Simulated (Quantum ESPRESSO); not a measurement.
The system is SnO.

```
CELL_PARAMETERS angstrom
3.81370 0.00000 0.00000
0.00000 3.81370 0.00000
0.00000 0.00000 4.88691
ATOMIC_POSITIONS crystal
Sn 0.50000 0.00000 0.76463
Sn 0.00000 0.50000 0.23537
O 0.00000 0.00000 0.00000
O 0.50000 0.50000 0.00000
```

The cell is a database's computed one.

Base run:

```yaml
Program: Quantum ESPRESSO 7.5
Functional: PBE
Potentials_or_basis: SSSP 1.3 efficiency PBE
Cutoff: 816 eV
Density_cutoff: 6531 eV
k_mesh: 7 × 7 × 6
Occupations: fermi-dirac, width 0.05 eV
Spin: no spin polarisation
```

Its results: band gap on the k mesh 0.38 eV, indirect (least direct gap 2.05 eV); pressure 3.7 GPa; largest force 0.433 eV/Å.

Task: After a change of settings the same cell gave: band gap on the k mesh 0.37 eV, indirect (least direct gap 1.98 eV); pressure -0.5 GPa; largest force 0.112 eV/Å. Which change was it?
A. functional from PBE to PBEsol; potentials or basis from SSSP 1.3 efficiency PBE to GBRV 1.5 PBEsol; cutoff from 816 eV to 925 eV; density cutoff from 6531 eV to 7401 eV
B. potentials or basis from SSSP 1.3 efficiency PBE to SG15 PBE 1.2; cutoff from 816 eV to 1197 eV; density cutoff from 6531 eV to 4789 eV; k mesh from 7 × 7 × 6 to 3 × 3 × 3
C. potentials or basis from SSSP 1.3 efficiency PBE to GBRV 1.5 PBE; cutoff from 816 eV to 925 eV; density cutoff from 6531 eV to 7401 eV

Result: A.

Caveats: spin-orbit coupling is left out, which moves the levels of the heavy elements; an odd mesh through Γ misses points on the zone boundary, where band edges often lie.

Not every run made on this cell is shown here.
